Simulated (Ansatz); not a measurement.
MoS2, a slab with vacuum:

```
Mo S
1.0
     3.18402    0.00000    0.00000
    -1.59201    2.75744    0.00000
     0.00000    0.00000   28.38732
Mo S
3 6
Cartesian
  0.0000 1.8383 6.4770
  0.0000 1.8383 21.9103
  1.5920 0.9191 0.0000
  1.5920 0.9191 4.9250
  1.5920 0.9191 20.3590
  0.0000 1.8383 26.8355
  1.5920 0.9191 8.0283
  1.5920 0.9191 23.4623
  0.0000 1.8383 1.5518
```

Base run:

```yaml
Program: Ansatz 0.2.0
Functional: r2SCAN
Potentials_or_basis: Ansatz PAW
Cutoff: "500 eV (not typed: the program's choice for these potentials)"
k_mesh: 10 × 10 × 1
Occupations: fermi-dirac, width 0.05 eV
Spin: no spin polarisation
```

Its results: band gap on the k mesh 1.38 eV, indirect (least direct gap 1.99 eV); largest force 0.017 eV/Å.

Q: The run is repeated on the same cell with these changes: functional from r2SCAN to LDA; cutoff from 500 eV (not typed: the program's choice for these potentials) to 420 eV (not typed: the program's choice for these potentials). What comes out?

A: Band gap on the k mesh 1.28 eV, indirect (least direct gap 1.88 eV); largest force 0.396 eV/Å.

r2SCAN gives the wider gap, since meta-GGAs in the generalised Kohn-Sham scheme recover part of the derivative discontinuity.

Caveats: the PAW data sets come from PBE, with cores solved anew for the run's functional, which leaves a small shift of forces and pressure; the density of states is complete only up to the lowest level of the last band computed.

A k mesh can miss the band edges.
